**Estimating the zone-centre phonons of a Ga₃As cell from masses and bond lengths**

The table lists the nine optical modes of one invented, metallic Ga₃As cell at the PBE level. The phonon frequency $\nu$ is in cm⁻¹, with a negative sign marking an imaginary value, and the mode number ranks the modes by frequency.

Zone-centre harmonic phonons of Ga₃As (I4/mmm, 4 atoms) by linear response in Ansatz 0.2.0, with scalar-relativistic PBE, PAW, no spin polarization or dispersion correction, a 420 eV plane-wave cutoff, a 14×14×14 k mesh and Gaussian smearing of 0.1 eV. Imaginary frequencies are negative; the three translations and the long-range term of polar modes are left out.

```csv
row,phonon frequency (cm^-1),mode number
1,-21.30,1
2,-21.30,2
3,57.90,3
4,121.20,4
5,121.20,5
6,130.20,6
7,152.20,7
8,152.20,8
9,184.20,9
```

**(a) Find the bonds, assign each mode a motion, and write a spring rule for $\nu$.**

*Solution.* The coordinates give a distorted simple-cubic packing in which flat GaAs layers alternate along $z$ with a slightly buckled Ga sheet. The bonds differ in length and kind. A sheet Ga has one As along $z$ at $d_1 = 2.593$ Å and one layer Ga on its other side at $d_2 = 2.915$ Å. Each layer atom has four in-plane Ga–As bonds at $d_3 = 2.718$ Å, and each sheet Ga has four bonds within the sheet at $d_4 = 2.737$ Å.

The fourfold axis makes $x$ and $y$ equivalent, so in-plane motions come in pairs and motions along $z$ come singly, which accounts for three pairs and three single rows. The eigenvectors of the run identify them. In plane, the sheet slides over the layer (rows 1–2), layer Ga moves against As (rows 4–5), and the two sheet atoms move against each other (rows 7–8). Along $z$, mainly layer Ga moves in row 3, the sheet atoms move in antiphase in row 6, and As moves against the sheet in row 9.

Each bond is treated as a spring of stiffness $k$ that resists only stretching. A displacement at an angle $\theta$ to the bond stretches it by the factor $\cos\theta$, and the force projected back brings a second such factor:

$$\nu = 521.5\sqrt{K/\mu}\ \text{cm}^{-1},\qquad K=\sum_\text{bonds} k\cos^2\theta,\qquad k = k_0\,(d_1/d)^n ,$$

with $K$ in eV/Å² and the moving mass $\mu$ in amu. Stiffness should fall steeply with length, because the curvature of a bond's energy comes largely from short-range repulsion. The two constants were fitted to the five stable levels (rows 3 to 9, with rows 3 and 9 from a chain of sheet, layer Ga and As), giving $k_0 = 3.2$ eV/Å² and $n \approx 19.5$.

**(b) Estimate rows 4 and 6.**

*Solution.* In row 4 the Ga and As sublattices of the flat layer move against each other along $x$. The four bonds lie at 45° to the motion, so $K = 4 \times \tfrac12 k_3 = 2k_3$, the bonds along $z$ are only bent, and $\mu$ is the Ga–As reduced mass:

$$k_3 = 3.2\,(2.593/2.718)^{19.5} = 1.28,\qquad \nu = 521.5\sqrt{2.55/36.11} \approx 139\ \text{cm}^{-1}.$$

The table has 121.2 cm⁻¹, so the estimate is 14 % high relative to it. The stiffness that the table requires is 1.95 instead of 2.55 eV/Å². The square root roughly halves a relative error in stiffness, which is the reason a crude spring rule stays usable.

In row 6 layer Ga and As rest by symmetry, and each sheet atom pulls on $k_1$ and $k_2$ with the bare Ga mass. The four sheet bonds count twice because both ends move, but they lie almost perpendicular to $z$, with $\cos^2\theta = 0.0138$:

$$K = k_1 + k_2 + 8(0.0138)\,k_4 = 3.20+0.33+0.12 = 3.65,\qquad \nu = 521.5\sqrt{3.65/69.72}\approx 119\ \text{cm}^{-1}.$$

This is 8 % below the tabulated 130.2 cm⁻¹. Both rows were part of the fit. With each left out in turn, the errors grow to +20 % for row 4 and −12 % for row 6, and these are the fairer figures.

**(c) How accurate is the rule, and where does its range end?**

*Solution.* Over the five stable levels the rms error relative to the table is 10 %, with the largest misses of about 14 % in the two in-plane pairs; the output below gives each row. One stiffness for all bonds gives 31 %, and one for Ga–As with another for Ga–Ga gives 30 %. Length is therefore the better guide here, because it makes the shortest bond stiff and the longest one soft. The shortest bond alone, with As moving against two Ga, gives $521.5\sqrt{k_1(1/m_\text{Ga}+2/m_\text{As})} = 189$ cm⁻¹ for row 9, where the table has 184.2.

Frequencies and eigenvectors together fix the actual couplings between sublattices, which sum over all neighbours and test the parts of the rule. They confirm the stiff short bond, 2.99 eV/Å² against the fitted 3.20. In plane, where four bonds at about 45° to the motion add up to twice the stiffness of one, they reverse the rule's order: the sheet coupling of 3.00 exceeds the Ga–As coupling of 1.97, although the sheet bonds are slightly longer. This reversal puts rows 4–5 too high and rows 7–8 too low. If nearest neighbours dominate the couplings, length alone does not rank bonds of nearly equal length between different element pairs.

The close match in row 3 comes from a compensation. The coupling across $d_2$ is 0.91 eV/Å², not the fitted 0.33, and there is a coupling of −0.88 between layer Ga and As along $z$, a term that the rule omits. Without that term the remaining couplings put row 3 at 94 cm⁻¹. The fit does not force this match, since the rule still comes within 2 % of row 3 when that row is left out. The other levels already demand a steep $n$, because the shortest bond is much stiffer than the in-plane ones. Extended to $d_2$, the same $n$ makes $k_2$ too soft, which happens to offset the missing negative term. Such luck need not recur, so $k_0$ and $n$ should not be carried over to other cells. A bond under compression has a negative sideways stiffness, but whether the in-layer bonds or farther neighbours supply the negative term is untested.

The range ends at motions that stretch no bond. Sliding the sheet over the layer moves atoms at right angles to the bonds along $z$, so the rule gives zero for rows 1–2, which were kept out of the fit. In this packing the motion stretches no nearest-neighbour bond to first order, so only weaker forces can resist or drive it, and the rule correctly flags it as the softest. The calculated curvature is −0.118 eV/Å², only 4 % of the stiffest coupling, and it comes from the sheet–As coupling (−0.073 eV/Å² per sheet atom), while the coupling of sheet and layer Ga is weakly restoring (0.016); whether bond stress, farther neighbours or metallic screening sets its sign is untested.

At these settings the cell is a saddle point that a relaxation keeping the symmetry would not leave. A shift of $\nu^2$ that brings rows 1–2 to zero would move the stable levels by 1 to 4 cm⁻¹. In a metal whose sensitivity to mesh and smearing has not been checked, the sign of the sliding mode is therefore far less secure than the stretching frequencies. The rule serves for the harmonic stretching modes of this cell to within about 20 %, and a zero from it marks the motion that needs a converged calculation.

Output of the analysis:

```
C = 521.5 cm^-1 per sqrt(eV/A^2/amu); mu(GaAs) = 36.11 amu; table rounding 0.05 cm^-1
bonds d1 sheetGa-As z, d2 sheetGa-layerGa z, d3 in-layer, d4 in-sheet (A): [2.593 2.915 2.718 2.737]
sheet buckling 0.322 A, sin^2 = 0.0138
length rule: parameters [ 3.2  19.51], rms 9.8 %, worst rows 4-5 +14.4 %
  k1..k4 (eV/A^2): [3.2  0.33 1.28 1.11]
  row 3: table 57.9, rule 57.7 (-0.2 cm^-1, -0.4 %), left out of fit -2.0 %
  rows 4-5: table 121.2, rule 138.7 (+17.5 cm^-1, +14.4 %), left out of fit +19.6 %
  row 6: table 130.2, rule 119.4 (-10.8 cm^-1, -8.3 %), left out of fit -11.7 %
  rows 7-8: table 152.2, rule 131.0 (-21.2 cm^-1, -13.9 %), left out of fit -16.5 %
  row 9: table 184.2, rule 190.4 (+6.2 cm^-1, +3.4 %), left out of fit +6.6 %
  rows 1-2 (not fitted, no bond stretched): table -21.3, rule 0.0 cm^-1
one k: parameters [0.93], rms 30.8 %, worst row 3 +44.4 %
  model cm^-1 [ 83.6 118.3  87.5 119.6 119.4] errors % [ 44.4  -2.4 -32.8 -21.4 -35.2]
k GaAs, k GaGa: parameters [1.5  0.56], rms 30.0 %, worst rows 7-8 -38.9 %
  model cm^-1 [ 73.8 150.3  91.   93.  133.7] errors % [ 27.4  24.  -30.1 -38.9 -27.4]
n fixed at 8: k0 = 1.60 eV/A^2, rms 23.8 %, largest 34.2 %
n fixed at 12: k0 = 2.11 eV/A^2, rms 17.6 %, largest 23.9 %
n fixed at 20: k0 = 3.28 eV/A^2, rms 9.9 %, largest 14.4 %
worked row 4: K = 2k3 = 2.55, table needs 1.95 eV/A^2, nu = 138.7
worked row 6: K = 3.20+0.33+0.12 = 3.65, table needs 4.35, nu = 119.4
row 9 from k1 alone: 189.1 cm^-1
sublattice couplings from eigenvectors (eV/A^2, positive restores):
  z: sheetGa-As 2.99 (rule 3.20), sheetGa-layerGa 0.91 (rule 0.33)
  z: layerGa-As -0.88 (rule 0), sheet-sheet 0.23 (rule 0.06)
  x: layerGa-As 1.97 (rule 2.55), sheet-sheet 3.00 (rule 2.20)
  x: sheetGa-As -0.073, sheetGa-layerGa 0.016 (rule 0 and 0)
these z couplings without layerGa-As: row 3 94.4, row 9 187.1 cm^-1
sliding: reduced mass 71.0 amu, curvature -0.118 eV/A^2, 4.0 % of the stiffest z coupling
sum-rule residual equals 0.33 cm^-1; curvature/residual = 4117
shift of nu^2 that zeroes rows 1-2 moves the five levels by (cm^-1): [3.8 1.9 1.7 1.5 1.2]
```
